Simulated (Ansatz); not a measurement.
The cell is the one relaxed in the Materials Project (mp-156), not relaxed further here; entries there can be hypothetical.

La: DFT, r2SCAN, all-electron PAW with datasets made for the crystal, scalar-relativistic (Ansatz 0.2.0).

```yaml
crystal:
  lattice:
    - [0.0, 2.6613330491, 2.6613330491]
    - [2.6613330491, 0.0, 2.6613330491]
    - [2.6613330491, 2.6613330491, 0.0]
  atoms:
    - { symbol: La, position: [0.0, 0.0, 0.0] }
kpoints:
  mp_grid: { grid: [13, 13, 13] }
  band_path:
    path:
      - [0.0, 0.0, 0.0]
      - [0.5, 0.0, 0.5]
      - [0.625, 0.25, 0.625]
      - [0.375, 0.375, 0.75]
      - [0.0, 0.0, 0.0]
      - [0.5, 0.5, 0.5]
      - [0.5, 0.25, 0.75]
      - [0.5, 0.0, 0.5]
    npoints: 8
scf:
  occupations: { method: fermi_dirac, width: 0.08 }
hamiltonian:
  xc: r2scan
  pseudopotentials: { kind: all_electron, datasets: crystal }
output:
  forces: true
  stress: true
  eigenvalues: true
  efg: { contact_densities: true }
```

Output:

```
hamiltonian.pseudopotentials.datasets: crystal makes datasets for this crystal and solves the spheres of its atoms anew in each pass: cutoff 260.0 eV, the density's 1820.0 eV; for an error of 0.50 meV an atom under PBE, 0.5 meV for the cell; an energy difference from a run of another recipe may be off by several times the error for the cell, under r2SCAN by more, where some 0.1 meV an atom stays at smaller errors; La in spheres of 1.376 Å, 11 of its electrons in bands
band count auto-derived: 18 (N_el = 11.0; filled up to band 6; 10 by the electrons, moments and atoms)
La: output.efg is read without spin–orbit coupling, which moves field gradients at and beside such atoms by some per cent and up to a factor of two; PAW files take it under magnetization.noncollinear and magnetization.spin_orbit
Engine: ansatz 0.2.0
Pseudopotentials: kind: all_electron
Pseudopotential: La, paw, valence charge 11, recommended cutoff 260 eV (normal), Koelling and Harmon's equation, gaussian nucleus
Functional definition: r2SCAN
  parameter k0 = 0.174
  parameter k1 = 0.065
  parameter a1 = 4.9479
  exchange = r2scan_x(k0 = k0, k1 = k1, a1 = a1)
  correlation = r2scan_c
Crystal: 1 atoms, lattice volume = 37.699 Å³
Basis set: ecut = 260 eV, 339 PW (Γ), exchange–correlation on 81×81×81 points (27 copies of the dense FFT grid, shifted against one another)
Bands: 18, of which v1, the nominal top of the filled ones, is band 6 counted from 1 (5 counted from 0)
Symmetry: 48 space group operations
Space group: Fm-3m (ITA 225), of the structure as read, at distance tolerance 3.4e-5 Å
k-points: 84 of 2197
Non-local potential: La, projectors of the file, l = 0: 2, l = 1: 2, l = 2: 1, l = 3: 2
PAW form: soft (Blöchl's): semilocal exchange-correlation on the pseudo side does not see the compensation charge
PAW one-centre angular grid: La, 590 points (default); XC on its mesh's 1849 points in the sphere
Initial density: superposition of atomic densities (neutral atoms: chi_scale 0, normalization atom)
Initial wavefunctions: pseudopotential atomic-orbital guess
Functional: x = r2scan, c = r2scan; τ floored in thin density (d = 2e-4 eV/Å³)
iter 1 solved again at ethr=5.71e-4 eV; its pass at ethr=1.00e-1 eV (dr2=6.28e-2 eV) is discarded
SCF iter   1: F=—  HF=-231136.950658 eV  |F-HF|=—  |Δ(HF+E_count)|=         —  Δρ=1.35e-2  dr2=7.23e-2  dr2_τ=9.68e-3  ethr=5.71e-4  ⟨swp⟩=3.1  Hψ=9715  notcnv=0
preconditioner: auto → none  [metal: Δε(μ)=0.023 eV  Ē_g=15.378 eV  σ=0.080 eV  W_gap=0.07  n_scr=8 (ndim 8)  ℏωp=18.1 eV  f_vac=0.000  D(μ)=1.82/eV (n_scr^D=14)  sad-step TF]
SCF iter   2: F=—  HF=-231137.008390 eV  |F-HF|=—  |Δ(HF+E_count)|=   5.77e-2  Δρ=8.44e-3  dr2=2.83e-2  dr2_τ=2.42e-5  ethr=5.71e-4  ⟨swp⟩=3.2  Hψ=3205  notcnv=0  defer=2
iter 3 solved again at ethr=7.00e-6 eV; its pass at ethr=2.58e-4 eV (dr2=7.70e-4 eV) is discarded
SCF iter   3: F=—  HF=-231137.006590 eV  |F-HF|=—  |Δ(HF+E_count)|=   1.80e-3  Δρ=1.42e-3  dr2=8.30e-4  dr2_τ=1.76e-4  ethr=7.00e-6  ⟨swp⟩=2.8  Hψ=6670  notcnv=0
SCF iter   4: F=—  HF=-231137.006565 eV  |F-HF|=—  |Δ(HF+E_count)|=   2.45e-5  Δρ=3.13e-4  dr2=4.69e-5  dr2_τ=5.34e-6  ethr=7.00e-6  ⟨swp⟩=3.0  Hψ=2411  notcnv=0
SCF iter   5: F=—  HF=-231137.006517 eV  |F-HF|=—  |Δ(HF+E_count)|=   4.83e-5  Δρ=1.41e-4  dr2=8.45e-6  dr2_τ=1.21e-6  ethr=4.26e-7  ⟨swp⟩=3.0  Hψ=2361  notcnv=0
SCF iter   6: F=—  HF=-231137.006514 eV  |F-HF|=—  |Δ(HF+E_count)|=   3.25e-6  Δρ=2.16e-5  dr2=1.74e-7  dr2_τ=1.65e-8  ethr=7.68e-8  ⟨swp⟩=3.0  Hψ=2267  notcnv=0
SCF iter   7: F=—  HF=-231137.006514 eV  |F-HF|=—  |Δ(HF+E_count)|=   3.74e-8  Δρ=6.80e-6  dr2=2.98e-8  dr2_τ=7.65e-10  ethr=1.58e-9  ⟨swp⟩=3.1  Hψ=2516  notcnv=0
SCF iter   8: F=-231137.006514 eV  HF=-231137.006514 eV  |F-HF|=2.62e-10  |Δ(HF+E_count)|=   8.50e-9  Δρ=8.82e-7  dr2=2.08e-10  dr2_τ=8.99e-11  ethr=2.71e-10  ⟨swp⟩=3.0  Hψ=2302  notcnv=0
SCF 1 converged in 8 iterations: F = -231137.006514 eV  dr2 = 2.08e-10
  Residual-converged pass: ⟨swp⟩=4.3  Hψ=2876  notcnv=0  max |occ|·‖R‖ = 3.7e-6 eV (tolerance 3.7e-6 eV)  dr2=2.87e-10  dr2_τ=1.41e-10  dr2_onsite=2.55e-8  max |Δocc| = 1.3e-9
  greatest PAW one-centre occupation: 0.971 electrons in one spin orbital (limit 2), on the La atom at site 0 (counted from 0), in its partial waves of l = 0
NSCF: frozen V_eff on 57 k-points
SCF converged after 8 iterations
Free energy (F): -231137.006514 eV
Harris-Foulkes:  -231137.006514 eV  (|F-HF|=2.62e-10)
Internal energy: -231136.968373 eV  (E = F + TS)
E sigma→0 (E₀):  -231136.987444 eV
Entropy (-TS):   -0.038141 eV (-38.141 meV/atom)
Past the cutoff: the bands carry plane waves up to 2.50 times it, of which those up to 1.5 times it add -0.001810 eV an atom, each by itself; the spheres take 0.000200 eV an atom off the energy for waves past 2.50 times it
Past the cutoffs: a stress includes 0.0022 GPa for waves and charges beyond them, in addition to the slope of what the spheres take
In the spheres:  the bands' charges fall short by 3.6e-6 e at most (sound up to 1e-3)
Fermi energy:    13.898338 eV
--- Per-component energies (eV) ---
  The terms above E_closure are by the made datasets' own strengths, without shells solved beside the bands.
--- Forces (eV/Å), atoms counted from 1 ---
  atom   1  La    -0.00000000     0.00000000    -0.00000000
  max |Σ_I F_I| component: 2.57e-33 eV/Å
--- Stress (GPa, compression-positive) ---
       -0.395610       0.000000       0.000000
       -0.000000      -0.395610       0.000000
        0.000000       0.000000      -0.395610
  P = ⅓ Tr σ = -0.3956 GPa (-3.956 kbar)
--- PAW observables at the nuclei: V_zz in 10²¹ V/m², potentials from the cell's mean, atoms counted from 1 ---
  atom   1  La V_zz =    +0.000000   η = 0.0000   by run symmetry: forbidden
            electrostatic potential = -9875.602569 V   contact ρ = 2242741.918530 e/Å³
--- Band table (eV; the first three rows and the last of 84) ---
  k-point 0: bands = ["-20.1172", "-2.6766", "-2.6766", "-2.6766", "10.5843", "15.4395", "15.5444", "15.5444", "15.5444", "16.0198", "16.0198", "16.0198", "16.6421", "16.6421", "16.6421", "18.0407"]
  k-point 1: bands = ["-20.1059", "-2.7669", "-2.6868", "-2.6868", "10.7676", "15.0127", "15.5771", "15.5771", "15.8670", "16.0178", "16.0178", "16.0392", "16.6432", "16.6646", "16.6646", "17.9995"]
  k-point 2: bands = ["-20.0743", "-3.0091", "-2.7150", "-2.7150", "11.2542", "14.5929", "15.6312", "15.6312", "15.8779", "16.0164", "16.0164", "16.2650", "16.6461", "16.7049", "16.7049", "17.9833"]
  k-point 83: bands = ["-19.8484", "-3.6494", "-3.5321", "-3.1778", "13.0268", "14.1134", "14.5352", "15.5743", "16.1648", "16.1680", "16.4714", "16.5046", "16.5329", "16.6122", "17.8289", "20.3259"]
```
